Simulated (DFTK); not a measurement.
V in DFTK: convergence with cutoff

Crystal: V.

```
V
1.0
     2.60429    0.00000    0.00000
    -1.30215    2.25538    0.00000
     0.00000    0.00000    4.72334
V
2
Cartesian
  0.0000 1.5036 1.1808
  1.3021 0.7518 3.5425
```

This isn't the form of V at room conditions, which is bcc.

```yaml
Program: DFTK 0.8.2
Task: convergence study
Functional: LDA
Potentials_or_basis: cp2k.nc.sr.lda.v0_1.largecore.gth (LDA, GTH, large core)
Cutoff: 571 eV
k_mesh: 5 × 5 × 3
Occupations: fermi-dirac, width 0.1 eV
Spin: collinear spin, antiferromagnetic start
Starting_moments: "[2.0, -2.0] μB"
```

These are the settings of the first run; the series varies cutoff, with any setting tied to it.

Hardware: 1 thread of Intel(R) Xeon(R) Platinum 8488C (Sapphire Rapids) (shared host).

Question: The values tried are 571.439 eV, 734.707 eV, 897.976 eV, 1142.88 eV, 1387.78 eV, 1632.68 eV, 1959.22 eV, 2367.39 eV, loosest first. From which on does the absolute moment stay within 0.02 μB of the tightest run that finished?

Answer: From 1142.88 eV on.

```csv
cutoff,"energy less the tightest run, at zero smearing (meV/atom)",pressure (GPa),absolute moment (μB),SCF cycles
571.439 eV,5337.78,-151.58,5.91,17
734.707 eV,1400.31,-37.00,6.50,16
897.976 eV,330.75,10.36,6.60,15
1142.88 eV,33.69,28.23,6.63,15
1387.78 eV,2.84,30.77,6.63,15
1632.68 eV,0.18,31.06,6.63,15
1959.22 eV,0.00,31.09,6.63,15
2367.39 eV,0.00,31.09,6.63,15
```

Against the tightest run, the energy stays within 1 meV/atom from 1632.68 eV on; the pressure stays within 0.1 GPa from 1632.68 eV on. The tightest run that finished is the yardstick and may itself not be fully converged.

Caveat, for the tightest run too: the k mesh is coarse (spacing up to 0.56 Å⁻¹), so the values aren't converged; a pressure of tens of GPa on the cell as given is suspect, and the run, the potentials or the cell itself is likely at fault; this set keeps more shells in the core, which shifts pressures and gaps.
